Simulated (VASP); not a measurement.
Runs of VASP 6.6.1 on Sb. It takes space group I4/mmm (No. 139, tetragonal). The conventional cell has a = 3.153 Å, b = 3.153 Å, c = 5.424 Å, α = 90.00°, β = 90.00°, γ = 90.00°. Sb (site symmetry 4/mmm) is surrounded by 12 Sb at 3.15 to 3.51 Å. This isn't the form of Sb at room conditions, which is rhombohedral.

| task | level | cell | k mesh | cutoff (eV) | grid for exact exchange (PRECFOCK) | exchange at q = 0 | mesh quality | gap on the mesh (eV) | pressure (GPa) | relaxed volume (Å³/atom) |
| --- | --- | --- | --- | --- | --- | --- | --- | --- | --- | --- |
| relaxation of the atoms | r2SCAN | atoms relaxed from: cell strained at random at fixed volume | 9 × 9 × 9 | 520 | - | - | not flagged | none | 1.8 | - |
| relaxation of cell and atoms | rSCAN | relaxed | 12 × 12 × 12 | 600 | - | - | not flagged | none | 0.0 | (a) |
| relaxation of cell and atoms | r2SCAN | relaxed | 12 × 12 × 12 | 600 | - | - | not flagged | none | 0.0 | 27.73 |
| relaxation of cell and atoms | r2SCAN+D4 | relaxed | 12 × 12 × 12 | 600 | - | - | not flagged | none | 0.0 | 27.28 |
| relaxation of cell and atoms | r2SCAN50 | relaxed | 6 × 6 × 6 | 600 | Fast | default | coarse | none | -0.1 | 24.69 |

Alike in all rows: potentials or basis VASP PAW PBE potentials, release 64 (Sb); no spin polarisation; smearing gaussian 0.05 eV.

Question: Estimate the missing entries.

Answer: (a) 27.78.

Caveats: some runs use coarse meshes; the PAW data sets were made with another functional, which shifts forces and pressure a little; the relaxation stopped at its first step, so nothing moved (some runs); pairwise dispersion overbinds metals, which lowers pressure and volume (some runs).

A k mesh can miss the band edges, and the runs leave out spin-orbit coupling on Sb.

A gap of «none» marks a metal or a gap under the smearing width.
